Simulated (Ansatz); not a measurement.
Structure types of TaN were relaxed at one common pressure (all-electron LAPW in Ansatz 0.2.0 under PBE, scalar-relativistic, no spin polarisation, zero temperature). They take these volumes:

```
      type  space group  V (Å³/atom)
  rocksalt        Fm-3m        10.02
      CsCl        Pm-3m         9.64
        WC        P-6m2        10.17
      NiAs     P6_3/mmc        10.13
zincblende        F-43m        12.24
```

**Question.** At about which pressure, and is the densest type also the lowest in enthalpy?

**Answer.** 28 GPa. The densest is CsCl, and it is 700 meV/atom above WC: its gain in pV doesn't pay for its higher energy here.
